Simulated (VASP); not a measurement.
Here is a VASP 6.6.1 calculation.

The input INCAR:

```
SYSTEM = Se
ALGO = Normal
BPARAM = 11.95
CPARAM = 0.0093
EDIFF = 1E-7
EDIFFG = -0.002
ENCUT = 520
IBRION = 2
ISIF = 3
ISMEAR = 0
IVDW_NL = 2
LASPH = .True.
LCHARG = .False.
LMIXTAU = .True.
LREAL = .False.
LUSE_VDW = .True.
LWAVE = .False.
METAGGA = R2SCAN
NELM = 60
NSW = 80
PREC = Accurate
PSTRESS = 750.0
SIGMA = 0.1
```

The input KPOINTS:

```
k-points
0
Gamma
  21 21 21
  0 0 0
```

The input POSCAR:

```
Se                                      
1.0
    1.9143951369      1.1052765945      0.9600832633
   -1.9143951369      1.1052765945      0.9600832633
    0.0000000000     -2.2105531890      0.9600832633
  Se            
     1
Direct
     0.0000000000000000    0.0000000000000000    0.0000000000000000
```

Potentials or basis: VASP PAW PBE potentials, release 64 (Se).

The run is started by

```console
$ cat potpaw_PBE.64/Se/POTCAR > POTCAR
$ mpirun -np 1 vasp_std > vasp.out
```

What does it give for the relaxed volume?

13.77 Å³/atom.

Estimate the band gap on the k mesh.

none (metal or under the smearing width).

The path:
| step | energy change (eV) | largest force (eV/Å) | pressure (GPa) | volume (Å³) |
| --- | --- | --- | --- | --- |
| 1 | 0.0000 | 0.0000 | 125.00 | 12.19 |
| 2 | -2.0081 | 0.0000 | 0.43 | 20.21 |
| 3 | -1.0517 | 0.0000 | 67.73 | 13.99 |
| 4 | -0.9332 | 0.0000 | 74.30 | 13.72 |
| 5 | -0.9183 | 0.0000 | 75.12 | 13.69 |
| 6 | -0.9556 | 0.0000 | 75.22 | 13.75 |
| 7 | -0.9604 | 0.0000 | 75.32 | 13.76 |
| 8 | -0.9610 | 0.0000 | 75.33 | 13.76 |
| 9 | -0.9854 | 0.0000 | 74.01 | 13.81 |
| 10 | -0.9666 | 0.0000 | 75.02 | 13.77 |
| 11 | -0.9668 | 0.0000 | 75.02 | 13.77 |
| 12 | -0.9761 | 0.0000 | 74.51 | 13.79 |
| 13 | -0.9671 | 0.0000 | 74.99 | 13.77 |
| 14 | -0.9670 | 0.0000 | 75.00 | 13.77 |
| 15 | -0.9665 | 0.0000 | 75.00 | 13.77 |

Caveat: the cell is relaxed towards a set pressure, so the enthalpy falls and the energy may rise; the PAW data sets were made with another functional, which shifts forces and pressure a little; pairwise dispersion overbinds metals, which lowers pressure and volume. Zero-point motion and thermal expansion aren't in these numbers.
